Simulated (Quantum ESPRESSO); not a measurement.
# ZnS (Wurtzite-6H) (P6_3mc) in Quantum ESPRESSO: band structure with PBEsol

Aim: the band structure of ZnS (Wurtzite-6H) with PBEsol.

Everything below comes from runs of Quantum ESPRESSO 7.5. Logs are shortened: lines on timing, memory, paths and dates and some standing lists are left out, and cuts for length are marked.

**The experiment to reproduce.**

From a printed reference work, monograph, for a bulk crystal of ZnS at 4 K: band gap 3.911 eV (direct).

The runs below are set against these values where they give the same quantity.

## (1) The crystal as given

The structure is hexagonal, space group P6_3mc (No. 186). The conventional cell has a = 3.812 Å, b = 3.812 Å, c = 18.690 Å, α = 90.00°, β = 90.00°, γ = 120.00°. Around Zn (site symmetry 3m) lie 4 S at 2.33 to 2.34 Å. Zn (site symmetry 3m) is surrounded by 4 S at 2.33 to 2.34 Å. Zn (site symmetry 3m) is surrounded by 4 S at 2.33 to 2.34 Å. S (site symmetry 3m) is surrounded by 4 Zn at 2.33 to 2.34 Å. S (site symmetry 3m) has 4 Zn at 2.33 to 2.34 Å as nearest neighbours. S (site symmetry 3m) has 4 Zn at 2.33 to 2.34 Å as nearest neighbours.

## (2) Band structure, PBEsol

Contents of pw.in:

```
&CONTROL
  calculation = 'scf'
  prefix = 'pwscf'
  outdir = './tmp'
  pseudo_dir = './pseudo'
  tprnfor = .true.
  tstress = .true.
  disk_io = 'low'
/
&SYSTEM
  ibrav = 0
  celldm(1) = 8
  nat = 12
  ntyp = 2
  ecutwfc = 56
  ecutrho = 448
  nbnd = 98
  occupations = 'smearing'
  smearing = 'fd'
  degauss = 0.00367493
/
&ELECTRONS
  conv_thr = 2.4d-09
  electron_maxstep = 120
  mixing_beta = 0.5
/
ATOMIC_SPECIES
Zn    65.3800 zn_pbesol_v1.uspp.F.UPF
S     32.0600 s_pbesol_v1.4.uspp.F.UPF
CELL_PARAMETERS alat
  0.9004544983842   0.0000000000000   0.0000000000000
 -0.4502272491921   0.7798164705465   0.0000000000000
  0.0000000000000   0.0000000000000   4.4148702964993
ATOMIC_POSITIONS crystal
Zn     0.3333333333    0.6666666667    0.8333300000
Zn     0.6666666667    0.3333333333    0.3333300000
Zn     0.6666666667    0.3333333333    0.6666700000
Zn     0.3333333333    0.6666666667    0.1666700000
Zn     0.0000000000    0.0000000000    0.5000000000
Zn     0.0000000000    0.0000000000    0.0000000000
S      0.3333333333    0.6666666667    0.9583300000
S      0.6666666667    0.3333333333    0.4583300000
S      0.6666666667    0.3333333333    0.7916700000
S      0.3333333333    0.6666666667    0.2916700000
S      0.0000000000    0.0000000000    0.6250000000
S      0.0000000000    0.0000000000    0.1250000000
K_POINTS automatic
8 8 2 0 0 0
```

Contents of bands.in:

```
&CONTROL
  calculation = 'bands'
  prefix = 'pwscf'
  outdir = './tmp'
  pseudo_dir = './pseudo'
  disk_io = 'low'
  verbosity = 'high'
/
&SYSTEM
  ibrav = 0
  celldm(1) = 8
  nat = 12
  ntyp = 2
  ecutwfc = 56
  ecutrho = 448
  nbnd = 98
  occupations = 'smearing'
  smearing = 'fd'
  degauss = 0.00367493
/
&ELECTRONS
  conv_thr = 1d-08
  electron_maxstep = 120
  mixing_beta = 0.5
  diago_full_acc = .true.
  startingwfc = 'random'
/
ATOMIC_SPECIES
Zn    65.3800 zn_pbesol_v1.uspp.F.UPF
S     32.0600 s_pbesol_v1.4.uspp.F.UPF
CELL_PARAMETERS alat
  0.9004544983842   0.0000000000000   0.0000000000000
 -0.4502272491921   0.7798164705465   0.0000000000000
  0.0000000000000   0.0000000000000   4.4148702964993
ATOMIC_POSITIONS crystal
Zn     0.3333333333    0.6666666667    0.8333300000
Zn     0.6666666667    0.3333333333    0.3333300000
Zn     0.6666666667    0.3333333333    0.6666700000
Zn     0.3333333333    0.6666666667    0.1666700000
Zn     0.0000000000    0.0000000000    0.5000000000
Zn     0.0000000000    0.0000000000    0.0000000000
S      0.3333333333    0.6666666667    0.9583300000
S      0.6666666667    0.3333333333    0.4583300000
S      0.6666666667    0.3333333333    0.7916700000
S      0.3333333333    0.6666666667    0.2916700000
S      0.0000000000    0.0000000000    0.6250000000
S      0.0000000000    0.0000000000    0.1250000000
K_POINTS crystal
60
 0.0000000000  0.0000000000  0.0000000000 1
 0.0555555556  0.0000000000  0.0000000000 1
 0.1111111111  0.0000000000  0.0000000000 1
 0.1666666667  0.0000000000  0.0000000000 1
 0.2222222222  0.0000000000  0.0000000000 1
 0.2777777778  0.0000000000  0.0000000000 1
 0.3333333333  0.0000000000  0.0000000000 1
 0.3888888889  0.0000000000  0.0000000000 1
 0.4444444444  0.0000000000  0.0000000000 1
 0.5000000000  0.0000000000  0.0000000000 1
 0.4666666667  0.0666666667  0.0000000000 1
 0.4333333333  0.1333333333  0.0000000000 1
 0.4000000000  0.2000000000  0.0000000000 1
 0.3666666667  0.2666666667  0.0000000000 1
 0.3333333333  0.3333333333  0.0000000000 1
 0.3030303030  0.3030303030  0.0000000000 1
 0.2727272727  0.2727272727  0.0000000000 1
 0.2424242424  0.2424242424  0.0000000000 1
 0.2121212121  0.2121212121  0.0000000000 1
 0.1818181818  0.1818181818  0.0000000000 1
 0.1515151515  0.1515151515  0.0000000000 1
 0.1212121212  0.1212121212  0.0000000000 1
 0.0909090909  0.0909090909  0.0000000000 1
 0.0606060606  0.0606060606  0.0000000000 1
 0.0303030303  0.0303030303  0.0000000000 1
 0.0000000000  0.0000000000  0.0000000000 1
 0.0000000000  0.0000000000  0.5000000000 1
 0.0500000000  0.0000000000  0.5000000000 1
 0.1000000000  0.0000000000  0.5000000000 1
 0.1500000000  0.0000000000  0.5000000000 1
 0.2000000000  0.0000000000  0.5000000000 1
 0.2500000000  0.0000000000  0.5000000000 1
 0.3000000000  0.0000000000  0.5000000000 1
 0.3500000000  0.0000000000  0.5000000000 1
 0.4000000000  0.0000000000  0.5000000000 1
 0.4500000000  0.0000000000  0.5000000000 1
 0.5000000000  0.0000000000  0.5000000000 1
 0.4722222222  0.0555555556  0.5000000000 1
 0.4444444444  0.1111111111  0.5000000000 1
 0.4166666667  0.1666666667  0.5000000000 1
 0.3888888889  0.2222222222  0.5000000000 1
 0.3611111111  0.2777777778  0.5000000000 1
 0.3333333333  0.3333333333  0.5000000000 1
 0.3076923077  0.3076923077  0.5000000000 1
 0.2820512821  0.2820512821  0.5000000000 1
 0.2564102564  0.2564102564  0.5000000000 1
 0.2307692308  0.2307692308  0.5000000000 1
 0.2051282051  0.2051282051  0.5000000000 1
 0.1794871795  0.1794871795  0.5000000000 1
 0.1538461538  0.1538461538  0.5000000000 1
 0.1282051282  0.1282051282  0.5000000000 1
 0.1025641026  0.1025641026  0.5000000000 1
 0.0769230769  0.0769230769  0.5000000000 1
 0.0512820513  0.0512820513  0.5000000000 1
 0.0256410256  0.0256410256  0.5000000000 1
 0.0000000000  0.0000000000  0.5000000000 1
 0.5000000000  0.0000000000  0.5000000000 1
 0.5000000000  0.0000000000  0.0000000000 1
 0.3333333333  0.3333333333  0.0000000000 1
 0.3333333333  0.3333333333  0.5000000000 1
```

Potentials or basis: GBRV 1.5 PBEsol.

Command:

```bash
$ OMP_NUM_THREADS=1 mpirun -n 2 pw.x -nk 2 -in pw.in > pw.out
$ OMP_NUM_THREADS=1 mpirun -n 2 pw.x -nk 2 -in bands.in > bands.out
```

pw.out:

```text
This program is part of the open-source Quantum ESPRESSO suite
     for quantum simulation of materials; please cite
[... 13 lines left out ...]
     --------------------
     sticks:   dense  smooth     PW     G-vecs:    dense   smooth      PW
     Sum        1615     805    235               254187    89929   13909

     Using Slab Decomposition

     bravais-lattice index     =            0
     lattice parameter (alat)  =       8.0000  a.u.
     unit-cell volume          =    1587.2381 (a.u.)^3
     number of atoms/cell      =           12
     number of atomic types    =            2
     number of electrons       =       156.00
     number of Kohn-Sham states=           98
     kinetic-energy cutoff     =      56.0000  Ry
     charge density cutoff     =     448.0000  Ry
     scf convergence threshold =      2.4E-09
     mixing beta               =       0.5000
     number of iterations used =            8  plain     mixing
     Exchange-correlation= SLA  PW   PSX  PSC
                           (   1   4  10   8   0   0   0)

     celldm(1)=   8.000000  celldm(2)=   0.000000  celldm(3)=   0.000000
     celldm(4)=   0.000000  celldm(5)=   0.000000  celldm(6)=   0.000000

     crystal axes: (cart. coord. in units of alat)
               a(1) = (   0.900454   0.000000   0.000000 )
               a(2) = (  -0.450227   0.779816   0.000000 )
               a(3) = (   0.000000   0.000000   4.414870 )

     reciprocal axes: (cart. coord. in units 2 pi/alat)
               b(1) = (  1.110550  0.641177 -0.000000 )
               b(2) = (  0.000000  1.282353  0.000000 )
               b(3) = (  0.000000 -0.000000  0.226507 )

     PseudoPot. # 1 for Zn read from file:
     zn_pbesol_v1.uspp.F.UPF
     Pseudo is Ultrasoft, Zval = 20.0
     Generated by new atomic code, or converted to UPF format
     Using radial grid of  943 points,  6 beta functions with:
                l(1) =   0
                l(2) =   0
                l(3) =   1
                l(4) =   1
                l(5) =   2
                l(6) =   2
     Q(r) pseudized with  8 coefficients,  rinner =    1.100   1.100   1.100
                                                       1.100   1.100

     PseudoPot. # 2 for S  read from file:
     s_pbesol_v1.4.uspp.F.UPF
     Pseudo is Ultrasoft + core correction, Zval =  6.0
     Generated by new atomic code, or converted to UPF format
     Using radial grid of  907 points,  6 beta functions with:
                l(1) =   0
                l(2) =   0
                l(3) =   1
                l(4) =   1
                l(5) =   2
                l(6) =   2
     Q(r) pseudized with  8 coefficients,  rinner =    1.300   1.300   1.300
                                                       1.300   1.300

     atomic species   valence    mass     pseudopotential
     Zn               20.00    65.38000     Zn( 1.00)
     S                 6.00    32.06000     S ( 1.00)

     12 Sym. Ops. (no inversion) found ( 6 have fractional translation)

   Cartesian axes

     site n.     atom                  positions (alat units)
[... 58 lines left out ...]
     estimated scf accuracy    <       0.58052936 Ry
[... 64 lines left out ...]
     iteration # 11     ecut=    56.00 Ry     beta= 0.50
     Davidson diagonalization with overlap
     ethr =  1.98E-12,  avg # of iterations =  3.1

     End of self-consistent calculation

          k = 0.0000 0.0000 0.0000 ( 11311 PWs)   bands (ev):

  -117.8621-117.8621-117.8591-117.8591-117.8505-117.8505 -72.1922 -72.1922
   -72.1922 -72.1922 -72.1912 -72.1912 -72.1891 -72.1891 -72.1888 -72.1888
   -72.1888 -72.1888 -72.1806 -72.1806 -72.1803 -72.1803 -72.1803 -72.1803
    -6.4640  -6.2586  -6.2504  -5.7826  -5.7741  -5.5019   0.3417   0.3480
     0.3512   0.3512   0.3526   0.3709   0.3709   0.3903   0.3903   0.4267
     0.4267   0.4410   0.4410   0.4569   0.4569   0.4865   0.4948   0.8360
     0.8360   0.8398   0.8398   0.8553   0.8553   0.8603   0.8603   0.8794
     0.8794   0.8893   0.8893   1.0512   1.3394   2.7784   2.7880   4.9992
     5.0167   5.8502   5.8502   6.0458   6.0458   6.0586   6.0586   6.4902
     6.4902   6.5016   6.5016   6.7223   6.7464   6.7464   8.7676   9.8383
     9.8862   9.9613   9.9952  10.1261  12.9117  12.9704  12.9704  13.0031
    13.0727  13.2006  13.2006  13.4188  13.4188  13.5052  13.5052  13.7734
    13.7734  13.9330
[... 99 lines left out ...]
  -117.8621-117.8621-117.8591-117.8591-117.8505-117.8505 -72.1923 -72.1923
   -72.1922 -72.1922 -72.1912 -72.1912 -72.1891 -72.1891 -72.1889 -72.1889
   -72.1888 -72.1888 -72.1806 -72.1806 -72.1804 -72.1804 -72.1803 -72.1803
    -5.6766  -5.6766  -5.4588  -5.4588  -5.2306  -5.2306   0.3156   0.3156
     0.4039   0.4039   0.4551   0.4551   0.4662   0.4662   0.5517   0.5517
     0.5670   0.5670   0.6385   0.6385   0.6440   0.6440   0.7529   0.7529
     0.8423   0.8423   0.8631   0.8631   0.8861   0.8861   0.9126   0.9126
     0.9167   0.9167   1.1342   1.1342   1.9828   1.9828   2.3119   2.3119
     2.9793   2.9793   3.7454   3.7454   4.7211   4.7211   4.8354   4.8354
     5.2582   5.2582   5.6450   5.6450   5.8734   5.8734  10.1960  10.1960
    10.5385  10.5385  10.9235  10.9235  11.4344  11.4344  12.6104  12.6104
    13.3403  13.3403  13.8340  13.8340  14.5510  14.5510  15.2115  15.2116
    15.3441  15.3441

          k = 0.0000-0.6412 0.0000 ( 11222 PWs)   bands (ev):

  -117.8621-117.8621-117.8591-117.8591-117.8505-117.8505 -72.1923 -72.1923
   -72.1922 -72.1922 -72.1912 -72.1912 -72.1891 -72.1891 -72.1889 -72.1889
   -72.1888 -72.1888 -72.1806 -72.1806 -72.1804 -72.1804 -72.1803 -72.1803
    -5.5080  -5.4347  -5.4253  -5.2676  -5.2651  -5.1804   0.3054   0.3620
     0.3758   0.4452   0.4626   0.4645   0.4657   0.5111   0.5234   0.6233
     0.6349   0.6441   0.6605   0.6849   0.6983   0.7216   0.7438   0.8537
     0.8824   0.8859   0.8910   0.9065   0.9133   0.9310   1.0000   1.0050
     1.0358   1.0399   1.0483   1.0541   1.4842   1.7257   1.9037   2.0435
     2.3372   2.3804   3.9143   3.9984   4.4698   4.6232   4.7775   4.7836
     4.8102   5.2243   5.4585   5.4649   5.6310   5.8540  10.0523  10.1694
    10.2037  10.4832  10.6458  10.8758  11.1138  11.4161  12.2188  12.9030
    12.9395  13.4087  13.5415  14.4545  14.4633  14.5264  14.9429  15.6049
    15.6253  16.2153

          k = 0.0000-0.6412-0.1133 ( 11224 PWs)   bands (ev):

  -117.8621-117.8621-117.8591-117.8591-117.8505-117.8505 -72.1923 -72.1923
   -72.1922 -72.1922 -72.1912 -72.1912 -72.1891 -72.1891 -72.1889 -72.1889
   -72.1889 -72.1889 -72.1806 -72.1806 -72.1804 -72.1804 -72.1803 -72.1803
    -5.4874  -5.4874  -5.3494  -5.3494  -5.2037  -5.2037   0.3226   0.3226
     0.4223   0.4223   0.4631   0.4631   0.4782   0.4782   0.5724   0.5724
     0.6553   0.6553   0.6704   0.6704   0.6951   0.6951   0.8089   0.8089
     0.8835   0.8835   0.8970   0.8970   0.9244   0.9244   1.0061   1.0061
     1.0249   1.0249   1.0627   1.0627   1.5634   1.5634   2.0744   2.0744
     2.2852   2.2852   4.0380   4.0380   4.5518   4.5518   4.5732   4.5732
     5.1082   5.1082   5.5077   5.5077   5.7441   5.7441   9.9689   9.9689
    10.4687  10.4687  10.7512  10.7512  11.3556  11.3556  12.3318  12.3318
    13.2805  13.2805  13.7832  13.7832  14.9664  14.9664  15.3435  15.3435
    15.4588  15.4588
[... 147 lines left out ...]
  -117.8621-117.8621-117.8591-117.8591-117.8505-117.8505 -72.1923 -72.1923
   -72.1923 -72.1923 -72.1912 -72.1912 -72.1891 -72.1891 -72.1889 -72.1889
   -72.1889 -72.1889 -72.1806 -72.1806 -72.1804 -72.1804 -72.1804 -72.1804
    -5.3384  -5.3384  -5.2742  -5.2742  -5.2139  -5.2139   0.4198   0.4198
     0.4542   0.4542   0.5081   0.5081   0.5403   0.5403   0.5743   0.5743
     0.6283   0.6283   0.7251   0.7251   0.7545   0.7545   0.7963   0.7963
     0.8355   0.8355   0.8586   0.8586   0.8774   0.8774   1.0709   1.0709
     1.1125   1.1125   1.1859   1.1859   1.8649   1.8649   2.0895   2.0895
     2.2389   2.2389   3.4359   3.4359   3.7768   3.7768   4.1889   4.1889
     4.6614   4.6614   5.0406   5.0406   5.3058   5.3058  11.0452  11.0452
    11.3541  11.3541  11.7794  11.7794  12.5773  12.5773  12.7854  12.7854
    13.2256  13.2256  13.8778  13.8778  14.6198  14.6198  15.1015  15.1015
    15.5032  15.5032

     the Fermi energy is     7.8113 ev

!    total energy              =   -2912.23768585 Ry
     estimated scf accuracy    <          3.0E-10 Ry
     smearing contrib. (-TS)   =      -0.00000000 Ry
     internal energy E=F+TS    =   -2912.23768585 Ry

     The total energy is F=E-TS. E is the sum of the following terms:
     one-electron contribution =   -2723.55442738 Ry
     hartree contribution      =    1402.07449200 Ry
     xc contribution           =    -300.80023893 Ry
     ewald contribution        =   -1289.95751155 Ry

     convergence has been achieved in  11 iterations

     Forces acting on atoms (cartesian axes, Ry/au):

     atom    1 type  1   force =    -0.00000000   -0.00000000    0.00008894
     atom    2 type  1   force =     0.00000000    0.00000000    0.00008894
     atom    3 type  1   force =     0.00000000    0.00000000    0.00042009
     atom    4 type  1   force =     0.00000000   -0.00000000    0.00042009
     atom    5 type  1   force =     0.00000000    0.00000000   -0.00017461
     atom    6 type  1   force =     0.00000000    0.00000000   -0.00017461
     atom    7 type  2   force =     0.00000000   -0.00000000   -0.00104839
     atom    8 type  2   force =     0.00000000   -0.00000000   -0.00104839
     atom    9 type  2   force =     0.00000000    0.00000000   -0.00026677
     atom   10 type  2   force =     0.00000000    0.00000000   -0.00026677
     atom   11 type  2   force =     0.00000000    0.00000000    0.00098075
     atom   12 type  2   force =     0.00000000    0.00000000    0.00098075

     Total force =     0.002167     Total SCF correction =     0.000037

     Computing stress (Cartesian axis) and pressure

          total   stress  (Ry/bohr**3)                   (kbar)     P=      -14.49
  -0.00009953   0.00000000   0.00000000          -14.64        0.00        0.00
  -0.00000000  -0.00009953   0.00000000           -0.00      -14.64        0.00
   0.00000000   0.00000000  -0.00009645            0.00        0.00      -14.19

=------------------------------------------------------------------------------=
   JOB DONE.
=------------------------------------------------------------------------------=
```

Run time: 16 min. Hardware: 2 MPI ranks of Intel Xeon Platinum 8375C at 2.90GHz (Ice Lake), shared host; peak memory 1.5 GiB.

What came out:

- Free energy: -39623.0123 eV
- Pressure: -1.4 GPa
- Largest force: 0.027 eV/Å
- Band gap on the k mesh: 2.02 eV, direct
- Band gap along the path: 2.02 eV, direct

Forces on the atoms (eV/Å):
```
Zn   0.000  0.000  0.002
Zn   0.000  0.000  0.002
Zn   0.000  0.000  0.011
Zn   0.000  0.000  0.011
Zn   0.000  0.000 -0.004
Zn   0.000  0.000 -0.004
S    0.000  0.000 -0.027
S    0.000  0.000 -0.027
S    0.000  0.000 -0.007
S    0.000  0.000 -0.007
S    0.000  0.000  0.025
S    0.000  0.000  0.025
```

Levels at the corners of the path, in eV from the valence-band top:
```
point  band 76  band 77  band 78  band 79  band 80  band 81
    Γ    -0.02     0.00     0.00     2.02     3.09     3.14
    M    -1.28    -1.12    -0.89     3.31     3.42     3.46
    K    -1.57    -1.51    -1.51     4.29     4.29     4.29
    Γ    -0.02     0.00     0.00     2.02     3.09     3.14
    A    -0.07    -0.07    -0.07     2.52     2.52     3.15
    L    -1.24    -1.00    -1.00     3.22     3.22     3.72
    H    -1.73    -1.58    -1.58     4.54     4.54     4.63
    A    -0.07    -0.07    -0.07     2.52     2.52     3.15
    L    -1.24    -1.00    -1.00     3.22     3.22     3.72
    M    -1.28    -1.12    -0.89     3.31     3.42     3.46
    K    -1.57    -1.51    -1.51     4.29     4.29     4.29
    H    -1.73    -1.58    -1.58     4.54     4.54     4.63
```

Caveat: the cell's inner coordinates are idealised or old, which leaves forces on the atoms.

## (3) Against experiment

Step 2. Against the measured gap of ZnS, 3.911 eV (direct; 4 K; a printed reference work, monograph), the calculated 2.02 eV is off by -1.89 eV. The value is that of PBEsol, without temperature or zero-point motion. Semilocal functionals fall short of measured gaps as a rule.
